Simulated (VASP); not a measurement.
Here is the system:

```yaml
crystal:
  lattice:
    - [1.80605, -3.12816, 0.00000]
    - [1.80605, 3.12816, 0.00000]
    - [0.00000, 0.00000, 3.84757]
  atoms:
    - { symbol: Li, position: [0.36102, 0.69435, 0.00000] }
    - { symbol: Li, position: [0.66667, 0.33333, 0.00000] }
    - { symbol: Li, position: [0.00000, 0.00000, 0.50000] }
    - { symbol: N, position: [0.00000, 0.00000, 0.00000] }
```

These are PBEsol GGA, VASP's PBE PAW potentials (set 64) (plane waves; VASP) values and carry that method's errors. Numerical set-up: 600 eV cut-off, 6×6×6 Γ-centred mesh, Gaussian smearing of 0.050 eV, potentials Li_sv N.

Problem. Which forces act on the atoms, in eV/Å?

Solution. 
```
atom      Fx      Fy     Fz
----  ------  ------  -----
Li1   -0.645   0.014  0.000
Li2    0.364   0.033  0.000
Li3    0.066  -0.007  0.000
N4     0.214  -0.041  0.000
```

Problem. Give the stress tensor in GPa (positive for a compressed cell).

Solution. 
```
 0.16   1.44   0.00
 1.44  -0.07   0.00
 0.00   0.00  -0.09
```
The pressure is its mean diagonal, 0.00 GPa.

The compound is Li3N in the alpha structure. This cell was strained or had an atom moved on purpose.
